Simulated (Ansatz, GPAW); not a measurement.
# Geometry or basis: what sets the conductance of decane-1,10-dithiol between two Al chains, part 2 of 5

Aim: the conductance of decane-1,10-dithiol between two Al chains after relaxation, and whether geometry, basis or functional moves it most.

GPAW 26.7.0 and Ansatz 0.2.0; Ansatz plane waves; relaxation of the junction with the lead ends held (the session's first sound run).

So far. Step 2 (Relaxation): The relaxation lowered the energy of the cell by 3.09 eV.

## Step 3: Plane waves, PBE

Plane waves give the reference curve, free of the bias of atom-centred orbitals.

This step: Ansatz plane waves; Landauer transmission by layers, zero bias (Ansatz 0.2.0).

File input.yaml:

```yaml
crystal:
  lattice:
    - [12.7317830135, 0.0, 0.0]
    - [0.0, 10.5497517588, 0.0]
    - [0.0, 0.0, 45.9320308911]
  atoms:
    - { symbol: Al, position: [0.5, 0.5, 0.0261255594] }
    - { symbol: Al, position: [0.5, 0.5, 0.0783766781] }
    - { symbol: Al, position: [0.5, 0.5, 0.1306277968] }
    - { symbol: Al, position: [0.5, 0.5, 0.1828789156] }
    - { symbol: Al, position: [0.5, 0.5, 0.2351300343] }
    - { symbol: Al, position: [0.5328777117, 0.3758799068, 0.2821023625] }
    - { symbol: Al, position: [0.5086533881, 0.5056784314, 0.3298868136] }
    - { symbol: S, position: [0.5280892022, 0.4355841342, 0.3752694017] }
    - { symbol: H, position: [0.5361442382, 0.6532042434, 0.3935141354] }
    - { symbol: C, position: [0.4991998448, 0.5654831513, 0.4012684836] }
    - { symbol: H, position: [0.4138180656, 0.5797108216, 0.4016035472] }
    - { symbol: H, position: [0.6252556734, 0.5163650885, 0.4305804671] }
    - { symbol: C, position: [0.5396312435, 0.5307415168, 0.4316259037] }
    - { symbol: H, position: [0.5054452768, 0.4391528482, 0.4380834828] }
    - { symbol: H, position: [0.5438924456, 0.7248718949, 0.4463425784] }
    - { symbol: C, position: [0.5141311814, 0.6331432424, 0.4543441487] }
    - { symbol: H, position: [0.4281635454, 0.6439457404, 0.4561025759] }
    - { symbol: H, position: [0.64564533, 0.5925601431, 0.4827847062] }
    - { symbol: H, position: [0.5171527729, 0.411664071, 0.4882265688] }
    - { symbol: C, position: [0.5603575463, 0.609129373, 0.4848258632] }
    - { symbol: C, position: [0.5108045248, 0.4982647051, 0.5014965985] }
    - { symbol: H, position: [0.5518741225, 0.6966553225, 0.4976785882] }
    - { symbol: H, position: [0.4258920419, 0.5159998731, 0.5041558918] }
    - { symbol: H, position: [0.6457964823, 0.4626805263, 0.5289957699] }
    - { symbol: C, position: [0.5598085993, 0.4706127632, 0.5314483109] }
    - { symbol: H, position: [0.5329592072, 0.3763402624, 0.538644459] }
    - { symbol: H, position: [0.5641769883, 0.660799567, 0.5500211201] }
    - { symbol: C, position: [0.534892936, 0.565744424, 0.555784529] }
    - { symbol: H, position: [0.4489058465, 0.5747599896, 0.5579490279] }
    - { symbol: H, position: [0.6680497964, 0.5201635756, 0.5830768962] }
    - { symbol: C, position: [0.5818234271, 0.5254966049, 0.5851588255] }
    - { symbol: H, position: [0.5555182375, 0.4282280845, 0.5901564149] }
    - { symbol: H, position: [0.5790271831, 0.7100986131, 0.6062359055] }
    - { symbol: C, position: [0.5536760628, 0.6123221757, 0.6108479109] }
    - { symbol: H, position: [0.4678711384, 0.6157652794, 0.6136923199] }
    - { symbol: H, position: [0.6906544509, 0.5651453488, 0.6369338776] }
    - { symbol: C, position: [0.6047979239, 0.5671232523, 0.6391340119] }
    - { symbol: H, position: [0.5789653055, 0.4701746501, 0.6443520834] }
    - { symbol: S, position: [0.5753883485, 0.6732486772, 0.6704051893] }
    - { symbol: Al, position: [0.5396966757, 0.5268437825, 0.7038566391] }
    - { symbol: Al, position: [0.4745900568, 0.3273070297, 0.7277224685] }
    - { symbol: Al, position: [0.5, 0.5, 0.7648699657] }
    - { symbol: Al, position: [0.5, 0.5, 0.8171210844] }
    - { symbol: Al, position: [0.5, 0.5, 0.8693722032] }
    - { symbol: Al, position: [0.5, 0.5, 0.9216233219] }
    - { symbol: Al, position: [0.5, 0.5, 0.9738744406] }
kpoints:
  mp_grid: { grid: [1, 1, 2] }
hamiltonian:
  xc: pbe
scf:
  occupations: { method: fermi_dirac, width: 0.1 }
output:
  transmission:
    leads: [[0, 1]]
    e_range: [-2, 2]
    de: 0.025
    kmesh: [1, 1]
    reduced_basis: true
  write_potential: true
  write_density: true
  volumetric_format: npy
  elf: true
```

On the command line:

```bash
ansatz run input.yaml --threads 4 --pin off --max-ram 8192MiB --backend cpu --events-out ev --progress --plain --runs-dir out
```

Numbers of over 12 decimals in the logs are rounded to 6 here.

The program printed:

```text
[...]
Crystal: 46 atoms, lattice volume = 6169.459 Å³
Basis set: ecut = 420 eV, 120621 PW (Γ)
Bands: 103, of which v1, the nominal top of the filled ones, is band 57 counted from 1 (56 counted from 0)
Symmetry: 1 space group operations
[...]
k-points: 2
[...]
SCF iter   1: F=—  HF=-12137.141355 eV  |F-HF|=—  |Δ(HF+E_count)|=         —  Δρ=1.79e-3  dr2=5.53e-1  ethr=1.77e-3  ⟨swp⟩=9.0  Hψ=1231  notcnv=0  defer=38
[...]
SCF iter  12: F=-12137.082475 eV  HF=-12137.082475 eV  |F-HF|=2.45e-8  |Δ(HF+E_count)|=   1.55e-7  Δρ=4.80e-7  dr2=2.85e-8  ethr=8.77e-11  ⟨swp⟩=40.0  Hψ=2005  notcnv=0
SCF 1 converged in 12 iterations: F = -12137.082475 eV  dr2 = 2.85e-8
[...]
transmission: 6 of 60 steps passed
transmission: 12 of 60 steps passed
[...]
transmission: 60 of 60 steps passed
WARN: The input density's exchange-correlation potential varies sharply where the density is thin. Do not read a vacuum level from v_tot or v_xc, or from such a field of the output density. On a cell that repeats whose density bears no net charge and no dipole along the vacuum's axis use v_es (v_loc + v_h of the components); under efield.dipole_correction with no amplitude use v_es + v_field, which holds any external [...]
SCF converged after 12 iterations
the last check of whether an eigenvalue changes by more than its tolerance under the output density was not made (no_room)
Free energy (F): -12137.082475 eV
[...]
Internal energy: -12136.502928 eV  (E = F + TS)
E sigma→0 (E₀):  -12136.792702 eV
Entropy (-TS):   -0.579547 eV (-12.599 meV/atom)
Fermi energy:    -3.315926 eV
[...]
--- Band table (eV) ---
  k-point 0: bands = [... 53 lower, -3.6479, -3.5754, -3.4876, -3.4021, -3.2635, -3.1556, -2.9743, -2.8525, ... 42 higher]
  k-point 1: bands = [... 53 lower, -3.6479, -3.5754, -3.4876, -3.4021, -3.2635, -3.1556, -2.9743, -2.8525, ... 42 higher]
--- Transmission ---
  basis      : 1177 plane waves across, 60 finite elements along
  points     : 1, standing for a mesh of 1 x 1
  filling    : by the input's occupations and mesh, since the crystals that have channels conduct as metals do. If one of these is a semiconductor, that mesh has misplaced its level
  energies   : 161 from -2.000000 to 2.000000 eV about the Fermi level, 0.025000 eV apart; the leads are filled to 0.000000 eV, and channels, transmission and decay are at 0.000000 eV
  crystal 0  : Al1, at the sites [0, 1], period 2.4000 Å, over 24.00 Å; its Hamiltonian steps by up to 26.7 meV: too much for a lead, lay more layers or, if its atoms are ordered, name the step of that order
    offset         : up to 0.0000 Å between an atom of the period and one for which it stands
    filled         : 16.4 meV over the level at which it is neutral
    channels       : 2.000000e0 a spin
    conductance    : 1.1537e14 S/m² at 300 K; may be off by some 0.0 % by where its bands' edges are placed, 0.0 % from the distance to neutral
  junction   : crystal 0 to crystal 0, 0.70 to 44.23 Å
    transmission   : 1.833334e-9 a spin
    conductance    : 1.0673e5 S/m² at 300 K (1.0672e5 on every other energy)
    error estimate : 0.0 % from the energy spacing and 0.0 % from band edges of the leads and from resonances (wavevectors taken as independent; lower de), 12.0 % from the steps of its leads' Hamiltonians or their offsets (lay more layers), 3.6 % from the distance to neutral
    resistance     : 9.3698e6 Ω µm² beyond half of each lead's own
```

The job ended after 6.2 h (4 threads of Arm Neoverse N1, shared host; peak memory 6.9 GiB).

In the SCF lines HF is the Harris–Foulkes energy and dr2 the Hartree energy of the density residual, in eV; the loop may stop once dr2 is under the threshold and the program's other checks hold. Hψ counts applications of the Hamiltonian.

This step gave:

| Quantity | Value |
| --- | --- |
| free energy | -12137.0825 eV |
| lead level | 0 eV from the Fermi level |
| transmission at the Fermi level (one spin) | 1.83e-9 |
| open channels of the lead at the Fermi level (one spin) | 2 |
| step of the potential along the lead | 26.7 meV |
| offset of the lead | 0 Å |
| filling of the lead less its bulk value, in size | 16.4 meV |
| conductance | 1.85e-9 G₀ |

One spin. Transmission, zone mean against energy, zero at the Fermi level:

| energy (eV) | transmission, zone mean |
| --- | --- |
| -2.000 | 3.9e-8 |
| -1.900 | 2.1e-5 |
| -1.800 | 3.6e-6 |
| -1.700 | 7.9e-6 |
| -1.600 | 3.6e-5 |
| -1.550 | 6.1e-5 |
| -1.500 | 2.4e-5 |
| -1.400 | 1.7e-6 |
| -1.300 | 9.8e-8 |
| -1.200 | 0 |
| -1.100 | 0 |
| -1.000 | 0 |
| -0.900 | 0 |
| -0.800 | 0 |
| -0.700 | 0 |
| -0.600 | 0 |
| -0.500 | 0 |
| -0.400 | 0 |
| -0.300 | 7.2e-10 |
| -0.200 | 1.1e-9 |
| -0.100 | 1.5e-9 |
| 0.000 | 1.8e-9 |
| 0.100 | 2.3e-9 |
| 0.200 | 3.1e-9 |
| 0.300 | 4.3e-9 |
| 0.400 | 6.3e-9 |
| 0.500 | 9.1e-9 |
| 0.600 | 1.3e-8 |
| 0.700 | 1.8e-8 |
| 0.800 | 2.3e-8 |
| 0.900 | 2.7e-8 |
| 1.000 | 4.8e-8 |
| 1.100 | 7.3e-8 |
| 1.200 | 1.0e-7 |
| 1.300 | 1.3e-7 |
| 1.400 | 1.6e-7 |
| 1.500 | 1.8e-7 |
| 1.600 | 2.0e-7 |
| 1.700 | 2.3e-7 |
| 1.800 | 2.6e-7 |
| 1.900 | 3.2e-7 |
| 2.000 | 4.2e-7 |

One spin. The open channels, zone mean by energy, zero at the Fermi level:

energy (eV), open channels, zone mean and a bar:
```
   -2.000       1.00 ##########
   -1.800       1.00 ##########
   -1.600       1.00 ##########
   -1.400       1.00 ##########
   -1.200       0.00 
   -1.000       0.00 
   -0.800       0.00 
   -0.600       0.00 
   -0.400       0.00 
   -0.200       2.00 ####################
    0.000       2.00 ####################
    0.200       2.00 ####################
    0.400       2.00 ####################
    0.600       2.00 ####################
    0.800       2.00 ####################
    1.000       3.00 ##############################
    1.200       3.00 ##############################
    1.400       3.00 ##############################
    1.600       3.00 ##############################
    1.800       3.00 ##############################
    2.000       3.00 ##############################
```

Crystal 0, spin -, k parallel (0, 0); distinct values, listed up to 1.5 1/Å. The Im kz of the slowest decaying states by energy, zero at the Fermi level:

| energy (eV) | decay 1 (Å⁻¹) | decay 2 (Å⁻¹) | decay 3 (Å⁻¹) | decay 4 (Å⁻¹) |
| --- | --- | --- | --- | --- |
| -2.0000 | 0.671 | 0.671 | 1.18 | 1.27 |
| -1.7500 | 0.616 | 0.617 | 1.15 | 1.24 |
| -1.5000 | 0.556 | 0.557 | 1.12 | 1.21 |
| -1.2500 | 0.489 | 0.490 | 1.09 | 1.19 |
| -1.0000 | 0.0792 | 0.411 | 0.412 | 1.06 |
| -0.7500 | 0.104 | 0.314 | 0.315 | 1.03 |
| -0.5000 | 0.116 | 0.168 | 0.170 | 0.995 |
| -0.2500 | 0.121 | 0.961 | 1.07 | 1.11 |
| 0.0000 | 0.119 | 0.927 | 1.04 | 1.08 |
| 0.2500 | 0.110 | 0.891 | 1.01 | 1.05 |
| 0.5000 | 0.0937 | 0.853 | 0.975 | 1.02 |
| 0.7500 | 0.0633 | 0.813 | 0.940 | 0.987 |
| 1.0000 | 0.772 | 0.905 | 0.953 | 0.970 |
| 1.2500 | 0.728 | 0.868 | 0.918 | 0.935 |
| 1.5000 | 0.681 | 0.829 | 0.882 | 0.899 |
| 1.7500 | 0.631 | 0.788 | 0.844 | 0.861 |
| 2.0000 | 0.576 | 0.745 | 0.804 | 0.822 |

Crystal 0, spin -, k parallel (0, 0). Table of Re kz of states that move upwards by energy, zero at the Fermi level:

| energy (eV) | channel 1 (Å⁻¹) | channel 2 (Å⁻¹) | channel 3 (Å⁻¹) |
| --- | --- | --- | --- |
| -2.000 | 1.13 | - | - |
| -1.900 | 1.15 | - | - |
| -1.800 | 1.16 | - | - |
| -1.700 | 1.18 | - | - |
| -1.600 | 1.20 | - | - |
| -1.500 | 1.22 | - | - |
| -1.400 | 1.24 | - | - |
| -1.300 | 1.27 | - | - |
| -1.200 | - | - | - |
| -1.100 | - | - | - |
| -1.000 | - | - | - |
| -0.900 | - | - | - |
| -0.800 | - | - | - |
| -0.700 | - | - | - |
| -0.600 | - | - | - |
| -0.500 | - | - | - |
| -0.400 | - | - | - |
| -0.300 | 0.166 | 0.168 | - |
| -0.200 | 0.236 | 0.237 | - |
| -0.100 | 0.289 | 0.290 | - |
| 0.000 | 0.334 | 0.335 | - |
| 0.100 | 0.374 | 0.375 | - |
| 0.200 | 0.410 | 0.411 | - |
| 0.300 | 0.443 | 0.444 | - |
| 0.400 | 0.474 | 0.474 | - |
| 0.500 | 0.502 | 0.503 | - |
| 0.600 | 0.530 | 0.530 | - |
| 0.700 | 0.556 | 0.556 | - |
| 0.800 | 0.580 | 0.581 | - |
| 0.900 | 0.604 | 0.605 | - |
| 1.000 | -1.26 | 0.627 | 0.628 |
| 1.100 | -1.24 | 0.649 | 0.650 |
| 1.200 | -1.22 | 0.670 | 0.671 |
| 1.300 | -1.20 | 0.691 | 0.692 |
| 1.400 | -1.19 | 0.711 | 0.712 |
| 1.500 | -1.17 | 0.731 | 0.731 |
| 1.600 | -1.16 | 0.750 | 0.750 |
| 1.700 | -1.15 | 0.768 | 0.769 |
| 1.800 | -1.14 | 0.786 | 0.787 |
| 1.900 | -1.12 | 0.804 | 0.805 |
| 2.000 | -1.11 | 0.822 | 0.822 |

The electrostatic potential energy of an electron (with the applied field's), less the Fermi level, planar mean oscillates, so the rows of the table below give means over windows of 2 Å about each position, cut where the curve ends. Its first 14 maxima inside the range that stand out by 2 % of the span (Å: eV): 2.4: 4.00, 4.7: 4.00, 7.2: 3.98, 9.6: 3.92, 11.9: 3.73, 14.1: 3.68, 16.2: 3.68, 19.1: 3.56, 20.4: 2.99, 21.5: 3.48, 23.7: 3.47, 25.0: 3.14, 26.3: 3.50, 27.4: 3.33. Its first 14 minima: 1.1: 3.53, 3.6: 3.52, 6.0: 3.51, 8.5: 3.48, 10.9: 3.40, 13.1: 3.37, 15.2: 3.24, 18.4: 2.92, 20.0: 2.83, 20.8: 2.85, 22.4: 2.68, 24.4: 2.88, 25.5: 2.86, 26.8: 2.90.

Electrostatic potential energy of an electron (with the applied field's), less the Fermi level, planar mean against z; means over each step:

| z (Å) | electrostatic potential energy of an electron (with the applied field's), less the Fermi level, planar mean (eV) |
| --- | --- |
| 0 | 3.78 |
| 2 | 3.76 |
| 4 | 3.71 |
| 6 | 3.67 |
| 8 | 3.67 |
| 10 | 3.66 |
| 12 | 3.53 |
| 14 | 3.47 |
| 16 | 3.42 |
| 18 | 3.14 |
| 20 | 3.06 |
| 22 | 3.01 |
| 24 | 3.10 |
| 26 | 3.13 |
| 28 | 3.22 |
| 30 | 3.35 |
| 32 | 3.34 |
| 34 | 3.41 |
| 36 | 3.74 |
| 38 | 3.68 |
| 40 | 3.67 |
| 42 | 3.71 |
| 44 | 3.76 |

The valence density, planar mean oscillates, so the rows of the table below give means over windows of 2 Å about each position, cut where the curve ends. Its first 14 maxima inside the range that stand out by 2 % of the span (Å: e/Å³): 2.3: 0.0106, 4.7: 0.0106, 7.0: 0.0107, 9.3: 0.0106, 11.8: 0.0118, 14.2: 0.0116, 18.2: 0.0438, 20.1: 0.0459, 22.7: 0.0568, 24.7: 0.0418, 25.4: 0.0426, 27.0: 0.0415, 28.0: 0.0414, 29.4: 0.0406. Its first 14 minima: 1.1: 0.00762, 3.6: 0.00760, 6.0: 0.00766, 8.3: 0.00773, 10.6: 0.00798, 12.9: 0.00894, 15.4: 0.00748, 19.1: 0.0224, 21.5: 0.0235, 23.7: 0.0249, 25.0: 0.0399, 26.3: 0.0252, 27.4: 0.0350, 28.7: 0.0267.

Valence density, planar mean against z; means over each step:

| z (Å) | valence density, planar mean (e/Å³) |
| --- | --- |
| 0 | 0.00963 |
| 2 | 0.00945 |
| 4 | 0.00914 |
| 6 | 0.00908 |
| 8 | 0.00919 |
| 10 | 0.00948 |
| 12 | 0.0105 |
| 14 | 0.0104 |
| 16 | 0.0141 |
| 18 | 0.0353 |
| 20 | 0.0379 |
| 22 | 0.0398 |
| 24 | 0.0357 |
| 26 | 0.0352 |
| 28 | 0.0353 |
| 30 | 0.0329 |
| 32 | 0.0201 |
| 34 | 0.0149 |
| 36 | 0.00989 |
| 38 | 0.00907 |
| 40 | 0.00910 |
| 42 | 0.00914 |
| 44 | 0.00940 |

Electrostatic potential energy in the cb plane at fractional x = 0.514, with atoms of Al and S and C and H within 0.2 Å of it. With pseudopotentials it is smooth inside the atoms' cores, unlike the true potential.

Ten even steps from '0' (-34 eV) to '9' (1 eV), each cell a mean:
```
99999999999999999999999999999999999999999999
99999999999999999999999999999999999999999999
99999999999999999999999999999999999999999999
99999999999999999999999999999999999999999999
99999999999999999999999999999999999999999999
99999999999999999999999999999999988999999999
99999999999999999999999999999999965789998899
99999999999999999999999999747999861148887899
88999988999999999988899999724788830006547899
66788866689999999765678998600166540036336899
33477533358999998534358888500030026788753258
66466456547999987457537643432451027999830016
55467445447876777445446200057886237999830026
44688644567533457754566000048998207999503577
88899887887456447888887300279999889999626999
99999999997445458999999877899999999999999999
99999999998654578999999999999999999999999999
99999999999888899999999999999999999999999999
99999999999999999999999999999999999999999999
99999999999999999999999999999999999999999999
99999999999999999999999999999999999999999999
99999999999999999999999999999999999999999999
99999999999999999999999999999999999999999999
99999999999999999999999999999999999999999999
```
Columns run along c (16.0 Å, from fractional 0.18 to 0.53 of the cell; values clipped at the 3rd and 97th percentile), rows up along b (10.5 Å). Atoms in or near the plane, at fractional coordinates: Al at (0.18, 0.50), Al at (0.24, 0.50), Al at (0.33, 0.51), S at (0.38, 0.44), C at (0.40, 0.57), H at (0.44, 0.44), C at (0.45, 0.63), H at (0.49, 0.41), C at (0.50, 0.50).

Valence density in the cb plane at fractional x = 0.514, with atoms of Al and S and C and H within 0.2 Å of it. It is the smooth field of the valence electrons, not physical close to the nuclei.

Values in e/Å³, 13 rows by 16 columns, each cell a mean:
```
0.0 0.0 0.0 0.0 0.0 0.0 0.0 0.0 0.0 0.0 0.0 0.0 0.0 0.0 0.0 0.0
0.0 0.0 0.0 0.0 0.0 0.0 0.0 0.0 0.0 0.0 0.0 0.0 0.0 0.0 0.0 0.0
0.0 0.0 0.0 0.0 0.0 0.0 0.0 0.1 0.0 0.0 0.0 0.0 0.0 0.0 0.0 0.0
0.0 0.1 0.1 0.0 0.2 0.1 0.2 0.5 0.1 0.0 0.0 0.0 0.0 0.0 0.0 0.0
0.1 0.3 0.5 0.1 0.9 0.4 0.2 0.7 0.3 0.1 0.1 0.1 0.1 0.1 0.1 0.1
0.4 0.7 1.3 0.4 0.8 0.4 0.1 0.2 0.2 0.1 0.2 0.1 0.2 0.2 0.2 0.2
1.2 0.8 0.5 0.4 0.2 0.1 0.1 0.1 0.2 0.2 0.3 0.1 0.3 0.2 0.2 0.3
0.5 0.8 0.1 0.2 0.1 0.0 0.0 0.0 0.2 0.3 0.2 0.2 0.2 0.1 0.1 0.2
0.1 0.3 0.0 0.0 0.0 0.0 0.0 0.0 0.1 0.2 0.2 0.1 0.0 0.0 0.0 0.0
0.0 0.0 0.0 0.0 0.0 0.0 0.0 0.0 0.0 0.1 0.1 0.1 0.0 0.0 0.0 0.0
0.0 0.0 0.0 0.0 0.0 0.0 0.0 0.0 0.0 0.0 0.0 0.0 0.0 0.0 0.0 0.0
0.0 0.0 0.0 0.0 0.0 0.0 0.0 0.0 0.0 0.0 0.0 0.0 0.0 0.0 0.0 0.0
0.0 0.0 0.0 0.0 0.0 0.0 0.0 0.0 0.0 0.0 0.0 0.0 0.0 0.0 0.0 0.0
```
Columns run along c (16.0 Å, from fractional 0.51 to 0.86 of the cell), rows up along b (10.5 Å). Atoms in or near the plane, at fractional coordinates: Al at (0.76, 0.50), Al at (0.82, 0.50).

ELF in the cb plane at fractional x = 0.514, with atoms of Al and S and C and H within 0.2 Å of it. It is the smooth field of the valence electrons, not physical close to the nuclei.

Ten even steps from '0' (0.00 × 1e-1) to '9' (9.95 × 1e-1), each cell a mean:
```
00000000000000000000000000000000000000000000
00000000000000000000000000000000000000000000
00000000000000000011110000000000000000000000
10000000000110000134431000000000000000000000
50000100001442000367763100000000000000000000
81003530002563100488875200000000000000000111
82027862002564200489987410001111001111111222
61048873001466410379987521124443223343333344
20036764102578631268888742467765445666545666
20025545423578731135788633788886568887557888
54346436644555421112455211788983258996227998
58667655544321113410133211688851328993315996
68656422367620026730147766766751128994216997
55688510489950026620168998755786447887447898
13899920389970003200268999734788754566567787
02899940169950000000268898412788742234445565
01799940015620000000257898535888631111223333
00488720001100000000246889888998631000011122
00145300000000000000135789999987520000000011
00001000000000000000124678899876410000000000
00000000000000000000012457777764200000000000
00000000000000000000000134555432100000000000
00000000000000000000000001122110000000000000
00000000000000000000000000000000000000000000
```
Columns run along c (16.0 Å, from fractional 0.51 to 0.86 of the cell), rows up along b (10.5 Å). Atoms in or near the plane, at fractional coordinates: Al at (0.76, 0.50), Al at (0.82, 0.50).

The largest of the program's own error estimates on the conductance is 12 %. T at the Fermi level is 1.8e-9; the potential still steps by 26.7 meV from one lead period to the next, more than the program accepts for a lead, so the cell is too short for a firm reference, and the program's own error estimates apply.

(Continued in part 3 of 5.)

[Logs are printed without paths, hosts, clocks, repeated set-up lines and the standing remarks that a program may print on its own settings, such as how far it seeks lower states.]

[Hosts, paths, dates, database ids (printed as entryN), source tags and the programs' standing remarks are cut or masked in the printed files.]
